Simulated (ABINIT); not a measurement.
# ZrB2 (P6/mmm) in ABINIT: a series of runs

The runs below take ZrB2 through single point, with PBE, LDA.

Everything below comes from runs of ABINIT 10.8.3 (patched build). Logs are shortened: lines on timing, memory, paths and dates and some standing lists are left out, and cuts for length are marked. The log counts tension as positive stress, the text compression.

### 1 Starting point

It takes space group P6/mmm (No. 191, hexagonal). The conventional cell has a = 3.170 Å, b = 3.170 Å, c = 3.533 Å, α = 90.00°, β = 90.00°, γ = 120.00°. Zr (site symmetry 6/mmm) is surrounded by 12 B at 2.54 Å. Around B (site symmetry -6m2) lie 3 B at 1.83 Å.

### 2 Single point, PBE

The input, run.abi:

```
# Pseudopotentials
pp_dirpath "./"
pseudos "Zr.GGA_PBE-JTH.xml, B.GGA_PBE-JTH.xml"

# Structure
acell 3*1.0 Angstrom
rprim
     3.1700000000     0.0000000000     0.0000000000
    -1.5850000000     2.7453005300     0.0000000000
     0.0000000000     0.0000000000     3.5330000000
ntypat 2
znucl 40 5
natom 3
typat 1 2 2
xcart
     0.0000000000     0.0000000000     0.0000000000
     1.5850000002     0.9151001766     1.7665000000
    -0.0000000002     1.8302003534     1.7665000000 Angstrom

# Plane-wave basis
ecut 17.0
pawecutdg 34.0
pawxcdev 0

# k points
kptopt 1
ngkpt 10 10 8
nshiftk 1
shiftk 0.0 0.0 0.0

# Exchange and correlation
ixc 11

# Bands and occupations
nband 13
occopt 3
tsmear 0.05 eV

# SCF cycle
nstep 100
tolvrs 1.0e-9

# Output
iomode 3
prtwf 0
prtden 0
prteig 0
prtebands 0
enunit 2
```

Potentials or basis: JTH PAW PBE v2.0.

Launch:

```console
$ abinit run.abi > log 2>&1
```

run.abo:

```text
.Version 10.8.3 of ABINIT
 Symmetries : space group P6/m m m (#191); Bravais hP (primitive hexag.)
================================================================================
 Values of the parameters that define the memory need of the present run
     intxc =       0    ionmov =       0      iscf =      17    lmnmax =      18
     lnmax =       6     mgfft =      27  mpssoang =       3    mqgrid =    3001
     natom =       3  nloc_mem =       2    nspden =       1   nspinor =       1
    nsppol =       1      nsym =      24    n1xccc =       1    ntypat =       2
    occopt =       3   xclevel =       2
       mpw =         720          nfft =       15552          nkpt =          70
 PAW method is used; the additional fine FFT grid is defined by:
   mgfftf=        36    nfftf =     36864
================================================================================
================================================================================

--------------------------------------------------------------------------------
------------- Echo of variables that govern the present computation ------------
--------------------------------------------------------------------------------
 -outvars: echo values of preprocessed input variables --------
            acell      1.8897261259E+00  1.8897261259E+00  1.8897261259E+00 Bohr
              amu      9.12240000E+01  1.08110000E+01
             ecut      1.70000000E+01 Hartree
           enunit           2
                       outvar_i_n : Printing only first  50 k-points.
              ixc          11
                       outvar_i_n : Printing only first  50 k-points.
         kptrlatt       10    0    0      0   10    0      0    0    8
          kptrlen      5.34112192E+01
            natom           3
            nband          13
            ngfft          24      24      27
          ngfftdg          32      32      36
             nkpt          70
            nstep         100
             nsym          24
           ntypat           2
                       prtocc : prtvol=0, do not print more k-points.
           occopt           3
        pawecutdg      3.40000000E+01 Hartree
         pawxcdev           0
           prtden           0
        prtebands           0
           prteig           0
            prtwf           0
            rprim      3.1700000000E+00  0.0000000000E+00  0.0000000000E+00
                      -1.5850000000E+00  2.7453005300E+00  0.0000000000E+00
                       0.0000000000E+00  0.0000000000E+00  3.5330000000E+00
          spgroup         191
           tolvrs      1.00000000E-09
           tsmear      1.83746611E-03 Hartree
            typat      1  2  2
           useylm           1
                       outvars : Printing only first  50 k-points.
           xangst      0.0000000000E+00  0.0000000000E+00  0.0000000000E+00
                       1.5850000000E+00  9.1510017667E-01  1.7665000000E+00
                      -5.8656783134E-17  1.8302003533E+00  1.7665000000E+00
            xcart      0.0000000000E+00  0.0000000000E+00  0.0000000000E+00
                       2.9952159096E+00  1.7292887117E+00  3.3382012014E+00
                      -1.1084525555E-16  3.4585774233E+00  3.3382012014E+00
             xred      0.0000000000E+00  0.0000000000E+00  0.0000000000E+00
                       6.6666666667E-01  3.3333333333E-01  5.0000000000E-01
                       3.3333333333E-01  6.6666666667E-01  5.0000000000E-01
            znucl       40.00000    5.00000

================================================================================

 chkinp: Checking input parameters for consistency.

================================================================================
== DATASET  1 ==================================================================

--- !DatasetInfo
iteration_state: {dtset: 1, }
dimensions: {natom: 3, nkpt: 70, mband: 13, nsppol: 1, nspinor: 1, nspden: 1, mpw: 720, }
cutoff_energies: {ecut:  17.0, pawecutdg:  34.0, }
electrons: {nelect:   1.80000000E+01, charge:   0.00000000E+00, occopt:   3.00000000E+00, tsmear:   1.83746611E-03, }
meta: {optdriver: 0, ionmov: 0, optcell: 0, iscf: 17, paral_kgb: 0, }
...

 Exchange-correlation functional for the present dataset will be:
  GGA: Perdew-Burke-Ernzerhof functional - ixc=11
  J.P.Perdew, K.Burke, M.Ernzerhof, PRL 77, 3865 (1996)

 Real(R)+Recip(G) space primitive vectors, cartesian coordinates (Bohr,Bohr^-1):
 R(1)=  5.9904318  0.0000000  0.0000000  G(1)=  0.1669329  0.0963787  0.0000000
 R(2)= -2.9952159  5.1878661  0.0000000  G(2)=  0.0000000  0.1927575  0.0000000
 R(3)=  0.0000000  0.0000000  6.6764024  G(3)=  0.0000000  0.0000000  0.1497813
 Unit cell volume ucvol=  2.0748629E+02 bohr^3
 Angles (23,13,12)=  9.00000000E+01  9.00000000E+01  1.20000000E+02 degrees
[... 72 lines left out ...]
- [ -8.50683899E-06,   0.00000000E+00,   0.00000000E+00, ]
- [  0.00000000E+00,  -8.50683901E-06,   0.00000000E+00, ]
- [  0.00000000E+00,   0.00000000E+00,  -4.56611169E-05, ]
pressure_GPa:   6.1465E-01
xred      :
- [  0.0000E+00,   0.0000E+00,   0.0000E+00, Zr]
- [  6.6667E-01,   3.3333E-01,   5.0000E-01,  B]
- [  3.3333E-01,   6.6667E-01,   5.0000E-01,  B]
cartesian_forces: # hartree/bohr
- [  1.87287919E-30,   1.08130730E-30,  -0.00000000E+00, ]
- [  1.87287919E-30,  -1.51383023E-29,  -0.00000000E+00, ]
- [ -3.74575838E-30,   1.40569950E-29,  -0.00000000E+00, ]
force_length_stats: {min:   2.16261461E-30, max:   1.52537167E-29, mean:   1.06546111E-29, }
...

 Integrated electronic density in atomic spheres:
 ------------------------------------------------
 Atom  Sphere_radius  Integrated_density
    1        2.22030          9.12501069
    2        1.70617          1.81812008
    3        1.70617          1.81812008

================================================================================

 ----iterations are completed or convergence reached----

 Mean square residual over all n,k,spin=   80.644E-08; max=  14.302E-05
 reduced coordinates (array xred) for    3 atoms
       0.000000000000      0.000000000000      0.000000000000
       0.666666666667      0.333333333333      0.500000000000
       0.333333333333      0.666666666667      0.500000000000
 rms dE/dt=  4.1223E-29; max dE/dt=  8.4145E-29; dE/dt below (all hartree)
    1       0.000000000000      0.000000000000      0.000000000000
    2       0.000000000000      0.000000000000      0.000000000000
    3       0.000000000000     -0.000000000000      0.000000000000

 cartesian coordinates (angstrom) at end:
    1      0.00000000000000     0.00000000000000     0.00000000000000
    2      1.58500000000000     0.91510017666667     1.76650000000000
    3     -0.00000000000000     1.83020035333333     1.76650000000000

 cartesian forces (hartree/bohr) at end:
    1      0.00000000000000     0.00000000000000    -0.00000000000000
    2      0.00000000000000    -0.00000000000000    -0.00000000000000
    3     -0.00000000000000     0.00000000000000    -0.00000000000000
 frms,max,avg= 7.0630697E-30 1.5138302E-29   0.000E+00  0.000E+00  0.000E+00 h/b

 cartesian forces (eV/Angstrom) at end:
    1      0.00000000000000     0.00000000000000    -0.00000000000000
    2      0.00000000000000    -0.00000000000000    -0.00000000000000
    3     -0.00000000000000     0.00000000000000    -0.00000000000000
 frms,max,avg= 3.6319765E-28 7.7844280E-28   0.000E+00  0.000E+00  0.000E+00 e/A
 length scales=  1.889726125908  1.889726125908  1.889726125908 bohr
              =  1.000000000000  1.000000000000  1.000000000000 angstroms
 Fermi (or HOMO) energy (hartree) =   0.45723   Average Vxc (hartree)=  -0.45812
 Eigenvalues (hartree) for nkpt=  70  k points:
 kpt#   1, nband= 13, wtk=  0.00125, kpt=  0.0000  0.0000  0.0000 (reduced coord)
  -1.32749   -0.52558   -0.50549   -0.50549   -0.00756    0.36379    0.36379    0.36547
   0.37395    0.58531    0.58531    0.61381    0.61381
      occupation numbers for kpt#   1
   2.00000    2.00000    2.00000    2.00000    2.00000    2.00000    2.00000    2.00000
   2.00000    0.00000    0.00000    0.00000    0.00000
 prteigrs : prtvol=0 or 1, do not print more k-points.

 Fermi (or HOMO) energy (eV) =  12.44188   Average Vxc (eV)= -12.46599
 Eigenvalues (   eV  ) for nkpt=  70  k points:
 kpt#   1, nband= 13, wtk=  0.00125, kpt=  0.0000  0.0000  0.0000 (reduced coord)
 -36.12296  -14.30167  -13.75516  -13.75516   -0.20585    9.89932    9.89932    9.94498
  10.17565   15.92708   15.92708   16.70262   16.70263
 prteigrs : prtvol=0 or 1, do not print more k-points.

--- !EnergyTerms
iteration_state     : {dtset: 1, }
comment             : Components of total free energy in Hartree
kinetic             :  1.57263863039976E+01
hartree             :  6.87317558786768E+00
xc                  : -9.12343049047346E+00
Ewald energy        : -4.82953939517116E+01
psp_core            :  2.08117475966509E+00
local_psp           : -3.20673988270315E+01
PAW spherical_terms :  1.14597948086814E+01
internal            : -5.33456918090049E+01
'-kT*entropy'       : -1.04218293561324E-04
total_energy        : -5.33457960272984E+01
total_energy_eV     : -1.45161306029814E+03
...

--- !EnergyTermsDC
iteration_state     : {dtset: 1, }
comment             : '"Double-counting" decomposition of free energy'
band_energy         : -3.09472378726335E+00
Ewald energy        : -4.82953939517116E+01
psp_core            :  2.08117475966509E+00
xc_dc               : -5.36824567550455E+00
PAW spherical_terms :  1.33149513581086E+00
internal            : -5.33456935190035E+01
'-kT*entropy'       : -1.04218293561324E-04
total_energy_dc     : -5.33457977372971E+01
total_energy_dc_eV  : -1.45161310682957E+03
...

--- !EnergyTermsWithPAWCore
iteration_state     : {dtset: 1, }
comment             : 'Components of total free energy, including PAW core contributions'
Total energy        : -3.64860988588195E+03
Total energy DC     : -3.64860988759195E+03
Total energy (eV)   : -9.92837328656384E+04
Total energy DC (eV): -9.92837329121698E+04
...

 Cartesian components of stress tensor (hartree/bohr^3)
  sigma(1 1)= -8.50683899E-06  sigma(3 2)=  0.00000000E+00
  sigma(2 2)= -8.50683901E-06  sigma(3 1)=  0.00000000E+00
  sigma(3 3)= -4.56611169E-05  sigma(2 1)=  0.00000000E+00

-Cartesian components of stress tensor (GPa)         [Pressure=  6.1465E-01 GPa]
- sigma(1 1)= -2.50279844E-01  sigma(3 2)=  0.00000000E+00
- sigma(2 2)= -2.50279845E-01  sigma(3 1)=  0.00000000E+00
- sigma(3 3)= -1.34339644E+00  sigma(2 1)=  0.00000000E+00

== END DATASET(S) ==============================================================
================================================================================

 -outvars: echo values of variables after computation  --------
            acell      1.8897261259E+00  1.8897261259E+00  1.8897261259E+00 Bohr
           etotal     -5.3345797737E+01
            fcart      1.8728791906E-30  1.0813073048E-30 -0.0000000000E+00
                       1.8728791906E-30 -1.5138302268E-29 -0.0000000000E+00
                      -3.7457583811E-30  1.4056994963E-29 -0.0000000000E+00
            rprim      3.1700000000E+00  0.0000000000E+00  0.0000000000E+00
                      -1.5850000000E+00  2.7453005300E+00  0.0000000000E+00
                       0.0000000000E+00  0.0000000000E+00  3.5330000000E+00
           strten     -8.5068389903E-06 -8.5068390146E-06 -4.5661116905E-05
                       0.0000000000E+00  0.0000000000E+00  0.0000000000E+00
           xangst      0.0000000000E+00  0.0000000000E+00  0.0000000000E+00
                       1.5850000000E+00  9.1510017667E-01  1.7665000000E+00
                      -5.8656783134E-17  1.8302003533E+00  1.7665000000E+00
             xred      0.0000000000E+00  0.0000000000E+00  0.0000000000E+00
                       6.6666666667E-01  3.3333333333E-01  5.0000000000E-01
                       3.3333333333E-01  6.6666666667E-01  5.0000000000E-01
 Calculation completed.
```

Run time: 18 s. Hardware: 1 thread of Arm Neoverse V2, shared host; peak memory 0.11 GiB.

Results:

- Free energy: -1451.6131 eV
- Pressure: 0.6 GPa
- Band gap on the k mesh: none (metal or under the smearing width)
- Valence electrons inside the program's atomic spheres: Zr 9.12; B 1.82

### 3 Single point, PBE

run.abi, as its differences from that of step 2:

```diff
@@ -20,4 +20,4 @@
 # Plane-wave basis
-ecut 17.0
-pawecutdg 34.0
+ecut 20.0
+pawecutdg 40.0
 pawxcdev 0
```

Potentials or basis: JTH PAW PBE v2.0.

Launch:

```console
$ abinit run.abi > log 2>&1
```

Run time: 32 s. Hardware: 1 thread of Intel Xeon Platinum 8259CL at 2.50GHz (Skylake/Cascade Lake), shared host; peak memory 0.12 GiB.

Results (log left out):

```
Free energy                                           : -1451.6231 eV
Pressure                                              : 0.5 GPa
Band gap on the k mesh                                : none (metal or under the smearing width)
Valence electrons inside the program's atomic spheres : Zr 9.13; B 1.82
```

Stress tensor (GPa, compression positive):
```
0.12 0.00 0.00
0.00 0.12 0.00
0.00 0.00 1.21
```

Levels at points of the mesh, in eV from the Fermi level:
| k point | band 5 | band 6 | band 7 | band 8 | band 9 | band 10 | band 11 | band 12 | band 13 |
| --- | --- | --- | --- | --- | --- | --- | --- | --- | --- |
| (0.00, 0.00, 0.00) | -12.65 | -2.54 | -2.54 | -2.50 | -2.27 | 3.49 | 3.49 | 4.26 | 4.26 |
| (0.50, 0.00, 0.00) | -8.87 | -8.43 | -3.81 | -2.97 | -2.59 | 2.31 | 2.39 | 5.01 | 5.08 |
| (0.00, 0.00, 0.50) | -10.62 | -6.88 | -0.88 | -0.88 | 0.42 | 0.42 | 0.86 | 0.86 | 1.92 |
| (0.50, 0.00, 0.50) | -9.84 | -6.91 | -4.52 | -4.04 | -1.93 | 3.83 | 4.17 | 5.38 | 6.34 |

### 4 Single point, LDA

run.abi, as its differences from that of step 3:

```diff
@@ -22,3 +22,2 @@
 pawecutdg 40.0
-pawxcdev 0
 
@@ -31,3 +30,3 @@
 # Exchange and correlation
-ixc 11
+ixc 7
```

Launch:

```console
$ abinit run.abi > log 2>&1
```

Wall time 29 s (1 thread of Intel Xeon Platinum 8259CL at 2.50GHz (Skylake/Cascade Lake), shared host); peak memory 0.11 GiB.

The run converged. Its results:

| Property | Result |
| --- | --- |
| Free energy | -1456.5885 eV |
| Pressure | -8.7 GPa |
| Band gap on the k mesh | none (metal or under the smearing width) |
| Valence electrons inside the program's atomic spheres | Zr 9.14; B 1.82 |

Stress tensor (GPa, compression positive):
```
-8.99  0.00  0.00
 0.00 -8.99  0.00
 0.00  0.00 -8.19
```

Levels at points of the mesh, in eV from the Fermi level:
```tsv
k point	band 6	band 7	band 8	band 9	band 10	band 11	band 12	band 13
(0.00, 0.00, 0.00)	-2.53	-2.53	-2.50	-2.21	3.47	3.47	4.24	4.24
(0.50, 0.00, 0.00)	-8.24	-3.79	-2.94	-2.58	2.34	2.39	5.01	5.10
(0.00, 0.00, 0.50)	-6.84	-0.86	-0.86	0.42	0.42	0.85	0.85	1.89
(0.50, 0.00, 0.50)	-6.78	-4.50	-4.03	-1.86	3.80	4.29	5.38	6.38
```

Caveat: the PAW data sets were made with another functional, which shifts forces and pressure a little.

### 5 The runs side by side

```csv
level,cutoff (eV),fine-grid cutoff,gap on the mesh (eV),pressure (GPa)
PBE,463,925.187 eV,none,0.6
PBE,544,1088.46 eV,none,0.5
LDA,544,1088.46 eV,none,-8.7
```

Alike in all rows: task single point; potentials or basis JTH PAW PBE v2.0; no spin polarisation; cell as given; k mesh 10 × 10 × 8; smearing fermi-dirac 0.05 eV.

Every run on the cell as given and a fine mesh finds a metal. The pressure there spans -8.7 GPa (LDA) to 0.6 GPa (PBE); a positive pressure means that this level wants a larger cell, a negative one a smaller.

Caveats: the PAW data sets were made with another functional, which shifts forces and pressure a little (some runs).

Absolute energies hang on the potentials; compare differences alone.
